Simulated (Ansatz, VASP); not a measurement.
F: VASP beside Ansatz

```
CELL_PARAMETERS angstrom
3.01112 -1.73059 -0.23224
3.01112 1.73059 -0.23224
-2.26413 0.00000 6.93055
ATOMIC_POSITIONS crystal
F 0.08485 0.08485 0.09001
F 0.91515 0.91515 0.90999
F 0.50157 0.50157 0.59372
F 0.49843 0.49843 0.40628
```

Alike in both runs: task single point; functional PBEsol; k mesh 4 × 4 × 2; occupations gaussian, width 0.05 eV; no spin polarisation.

|  | VASP | Ansatz |
| --- | --- | --- |
| version | VASP 6.6.1 | Ansatz 0.2.0 |
| potentials or method | VASP PAW PBE potentials, release 64 (F) | scalar-relativistic, plane waves, PAW |
| plane-wave cutoff (eV) | 520 | 520 |
| valence electrons in the cell | 28 | 28 |

|  | VASP | Ansatz | Ansatz less VASP |
| --- | --- | --- | --- |
| gap on the k mesh at the Fermi level (eV) | 3.57 | 3.66 | +0.091 |
| least direct gap on the mesh (eV) | 3.64 | 3.73 | +0.090 |
| pressure (GPa) | 6.5 | 5.8 | -0.69 |
| largest component of the traceless stress (GPa) | 10.32 | 8.40 | -1.920 |
| rms of the force components (eV/Å) | 2.059 | 1.713 | -0.3461 |

Atom by atom the forces differ by 0.355 eV/Å (rms over components).

Caveats: the k mesh is coarse (spacing up to 0.53 Å⁻¹), so the values aren't converged; the PAW data sets were made with another functional, which shifts forces and pressure a little (VASP). A k mesh can miss the band edges.
